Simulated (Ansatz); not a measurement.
## NbP single point

input.yaml (Ansatz 0.2.0)

```yaml
crystal:
  lattice:
    - [0.0, 3.337628, 0.0]
    - [3.337628, 0.0, 0.0]
    - [1.668814, 1.668814, -5.708046]
  atoms:
    - { symbol: Nb, position: [0.0, 0.0, 0.0], spin: 1, spin_axis: [0.0396, 0.02359, -0.99894] }
    - { symbol: Nb, position: [0.75, 0.25, 0.5], spin: 1, spin_axis: [0.27146, 0.58809, -0.76188] }
    - { symbol: P, position: [0.5, 0.5, 0.0] }
    - { symbol: P, position: [0.25, 0.75, 0.5] }
kpoints:
  mp_grid: { grid: [6, 6, 6], shift: [0, 0, 0] }
  band_path:
    path:
      - [0.0, 0.0, 0.0]
      - [0.5, 0.5, 0.5]
      - [0.5, 0.5, 0.25]
      - [0.0, 0.5, 0.0]
      - [0.0, 0.0, 0.0]
      - [0.0, 0.0, -0.5]
      - [0.0, 0.45726232, -0.27136884]
      - [0.0, 0.54273768, 0.27136884]
      - [0.0, 0.0, 0.0]
      - [0.5, 0.5, 0.5]
      - [0.45726232, 0.54273768, 0.5]
    npoints: 6
magnetization:
  noncollinear: true
  spin_orbit: false
scf:
  occupations: { method: fermi_dirac, width: 0.0502 }
  lower_state_search: "off"
  max_iter: 200
hamiltonian:
  pseudopotentials: { kind: paw }
  xc: pbe
  hubbard:
    projectors: all-electron-ortho-atomic
    sites: [{ species: Nb, l: d, u_eff: 1.33 }]
basis:
  ecutwfc: 420
  fft_grid_basis: typed
output:
  forces: true
  stress: true
  eigenvalues: true
  bader: true
  populations: true
  elf: true
  write_potential: true
  volumetric_format: npy
  dos:
    e_range: [-12, 8]
    de: 0.05
    projected: { site_lists: { Nb: [Nb], P: [P] } }
    method: { smearing: { sigma: 0.1, scheme: gaussian } }
checkpoint:
  read: saved_state
```

The saved state is an earlier solution for the same cell, perhaps on another mesh. The state carries no moments; the state need not be the lowest.

Parts of the output:

```
Nb: projections on atomic orbitals take those of the free atom [Ar 3d10] 4s2 4p6 4d4 5s1, of charge +0.00 (hamiltonian.pseudopotentials.projection_atoms); the dataset's partial waves leave at most 4.9e-6 of an orbital's norm unspanned inside its sphere
P: projections on atomic orbitals take those of the free atom [Ne] 3s2 3p3, of charge +0.00 (hamiltonian.pseudopotentials.projection_atoms); the dataset's partial waves leave at most 1.0e-7 of an orbital's norm unspanned inside its sphere
Pseudopotentials: kind: paw
Pseudopotential: Nb, paw, valence charge 13, recommended cutoff 420 eV (normal), Nb.paw.azcp
Pseudopotential: P, paw, valence charge 5, recommended cutoff 420 eV (normal), P.paw.azcp
Functional definition: PBE
  exchange = pbe_x(kappa = kappa, mu = beta*pi^2/3)
  correlation = pbe_c(beta = beta)
Crystal: 4 atoms, lattice volume = 63.586 Å³
Basis set: ecut = 420 eV, 1215 PW (Γ), exchange–correlation on 48×48×90 points (8 copies of the dense FFT grid, shifted against one another)
Bands: 44, of which v1, the nominal top of the filled ones, is band 36 counted from 1 (35 counted from 0)
Symmetry: 1 space group operations
Magnetic group: BNS 1.1 (UNI 1), of the structure as read, at distance tolerance 4.0e-5 Å
k-points: 216
Initial density: read from a saved state, or passed on in memory by an earlier SCF of this step, an earlier step, the calling program or the single point that the run made first
Starting moments: Σ|m| = 2 μB on 2 of 4 sites; this step starts from the density that it was given
Functional: x = pbe(κ = 0.804, μ = 0.2195), c = pbe(β = 0.0667)
Magnetization: |M| = 0.0000 μB,  M = ( 0.0000,  0.0000, +0.0000) μB
Absolute magnetization: 0.0000 μB (∫|m|, with the PAW one-centre terms)
  site 0: m = ( 0.0000,  0.0000, +0.0000) μB, |m| = 0.0000 μB  (R = 0.97 Å)
  site 1: m = ( 0.0000,  0.0000, +0.0000) μB, |m| = 0.0000 μB  (R = 0.97 Å)
  site 2: m = (+0.0000, +0.0000,  0.0000) μB, |m| = 0.0000 μB  (R = 0.97 Å)
  site 3: m = (+0.0000, +0.0000,  0.0000) μB, |m| = 0.0000 μB  (R = 0.97 Å)
Free energy (F): -10613.7042 eV
Harris-Foulkes:  -10613.7042 eV  (|F-HF|=1.09e-11)
Internal energy: -10613.6883 eV  (E = F + TS)
E sigma→0 (E₀):  -10613.6962 eV
Entropy (-TS):   -0.0159 eV (-3.976 meV/atom)
Fermi energy:    15.3857 eV
--- Per-component energies (eV) ---
  E_band       = -136.4180
  E_kinetic    = 943.4095
  E_local      = -1757.4257  (includes V_loc(G=0)·N_el)
  E_nonlocal   = 308.2642
  E_hartree    = 576.9604
  E_xc         = -479.2533
  E_vxc        = -554.4562  (∫ρ·V_xc dr)
  E_hubbard    = 3.2704  (on-site DFT+U / exact-exchange correction)
  E_vhub       = 0.4876  (the Hubbard potential's part of the band-sum identity)
  E_paw        = -7286.1982  (= ΣΔE_a)
  E_vpaw       = -230.6182  (= ΣTr[D̂ρ^β])
  E_aug_tail   = 0.0000  (compensation charges beyond the density's cutoff)
  E_ewald      = -2922.7157
  E_smearing   = -0.0159  (= −TS)
--- Stress (GPa, compression-positive) ---
       30.9071       0.0000       0.0000
        0.0000      30.9071       0.0000
        0.0000       0.0000     -10.4666
  P = ⅓ Tr σ = 17.1159 GPa (171.159 kbar)
```

Absolute energies hang on the potentials; compare differences alone.

Origin: a known structure type with other elements, at an estimated volume, so it need not be a known compound. Caveats: the k mesh is coarse if the cell is a metal; atoms or cell far from equilibrium.
